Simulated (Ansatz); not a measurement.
**Zn: energy along a strain**

Zn, P6_3/mmc, a = 2.665 Å, c = 4.947 Å (as given, not relaxed at this level: -0.4 GPa). Ansatz: PBE, PAW, 420 eV, Γ-centred 24×24×10 mesh on 2 atoms, Gaussian smearing 0.15 eV; no spin polarisation. Cell vectors (Å): 2.665 0.000 0.000; -1.332 2.308 0.000; 0.000 0.000 4.947. The cell is strained by x per cent times the pattern (0 0 0 0 0 1) in the order xx yy zz yz xz xy (engineering shears), with fractional coordinates held. y is the free energy over the start, V0 = 15.211 Å³/atom. Symmetry makes y even in x.

```tsv
x (%)	y (meV/atom)
-6.00	?
-3.00	2.72
0.00	0.00
0.75	0.18
1.50	0.70
2.25	1.56
3.75	4.14
4.50	5.82
5.25	7.73
```

Problem. Fit y = c2 x² + c4 x⁴ to the other rows, get the stiffness along the pattern, and predict the missing energy.

Solution. Least squares on the rows shown. y = 0.3108 x² − 0.001112 x⁴. The clamped-ion stiffness p·C·p = 2 × 3.108 eV × 160.2 / 15.211 Å³ = 65 GPa, which is C66 in these axes (second derivative at the start, which stands under stress). At x = -6.00 the fit asked for gives 9.75 meV/atom. The run gave 9.86 meV/atom, so the fit is 0.11 meV/atom too low, a small miss on the scale of the series.